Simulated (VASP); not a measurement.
TaC:

```
Ta C
1.0
     0.00000    2.23390    2.23390
     2.23390    0.00000    2.23390
     2.23390    2.23390    0.00000
Ta C
1 1
Direct
  0.00000 0.00000 0.00000
  0.50000 0.50000 0.50000
```

The cell is a database's computed one.

| Quantity | Value |
| --- | --- |
| Program | VASP 6.6.1 |
| Task | relaxation of cell and atoms |
| Functional | RPBE |
| Potentials or basis | VASP PAW PBE potentials, release 64 (Ta_pv, C) |
| Cutoff | 600 eV |
| k mesh | 16 × 16 × 16 |
| Occupations | gaussian, width 0.1 eV |
| Spin | no spin polarisation |

At the start: pressure 6.4 GPa; volume 11.15 Å³/atom.

Q: Where does the relaxation end?

A: Over 4 steps the energy falls by 4.3 meV/atom and the volume is 11.37 Å³/atom (+2.0 %); space group Fm-3m (No. 225, to 0.05 Å).

The path:
```csv
step,energy change (eV),largest force (eV/Å),pressure (GPa),volume (Å³)
1,0.0000,0.0000,6.43,22.30
2,0.0337,0.0000,-12.65,23.77
3,-0.0087,0.0000,-0.10,22.75
4,-0.0087,0.0000,0.03,22.74
```

Final structure:
```
Ta C
1.0
     0.00000    2.24851    2.24851
     2.24851    0.00000    2.24851
     2.24851    2.24851    0.00000
Ta C
1 1
Direct
  0.00000 0.00000 0.00000
  0.50000 0.50000 0.50000
```

Caveat: the PAW data sets were made with another functional, which shifts forces and pressure a little.
